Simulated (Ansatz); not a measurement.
Write the native input for Ansatz 0.2.0 that does the following.

```
Task                : band structure
Functional          : BLYP
Potentials or basis : all-electron LAPW, scalar-relativistic
Cutoff              : 131 eV (chosen from the basis error)
Basis error allowed : 0.001 eV/atom
k mesh              : 8 × 8 × 8
Occupations         : gaussian, width 0.1 eV
Spin                : non-collinear spin, ferromagnetic start
Starting moments    : [[0.0, 0.0, 0.5]] μB
```

Crystal: Al.

```
Al
1.0
     0.00000    2.02481    2.02481
     2.02481    0.00000    2.02481
     2.02481    2.02481    0.00000
Al
1
Direct
  0.00000 0.00000 0.00000
```

These files were run (other wordings do the same):

input.yaml

```yaml
crystal:
  lattice:
    - [0.0, 2.024805, 2.024805]
    - [2.024805, 0.0, 2.024805]
    - [2.024805, 2.024805, 0.0]
  atoms:
    - { symbol: Al, position: [0.0, 0.0, 0.0], spin: 0.5, spin_axis: [0.0, 0.0, 1.0] }
kpoints:
  mp_grid: { grid: [8, 8, 8] }
  band_path:
    path:
      - [0.0, 0.0, 0.0]
      - [0.5, 0.0, 0.5]
      - [0.5, 0.25, 0.75]
      - [0.375, 0.375, 0.75]
      - [0.0, 0.0, 0.0]
      - [0.5, 0.5, 0.5]
      - [0.625, 0.25, 0.625]
      - [0.5, 0.25, 0.75]
    npoints: 12
scf:
  occupations: { method: gaussian, width: 0.1 }
hamiltonian:
  xc: blyp
  pseudopotentials: { kind: all_electron, lapw: { basis_error: 0.001 } }
magnetization:
  noncollinear: true
output:
  forces: true
  stress: true
  eigenvalues: true
```

Potentials or basis: all-electron LAPW, scalar-relativistic.

Run with:

```sh
$ ansatz run input.yaml --threads 1 --pin off --max-ram 3072MiB --backend cpu --events-out ev --progress --plain --runs-dir out
```

It gave:

```json
{"Pressure": "2.8 GPa", "Band gap along the path": "none (metal or under the smearing width)", "Net moment": "0.00 μB per cell", "Absolute moment": "0.00 μB per cell"}
```

Caveat: the k mesh is thin for a metal, which can move the energy by tens of meV per atom; the starting moments weren't kept.

Wall time 12 s on 1 thread of Arm Neoverse V1, with other jobs on the host, peak memory 0.23 GiB.
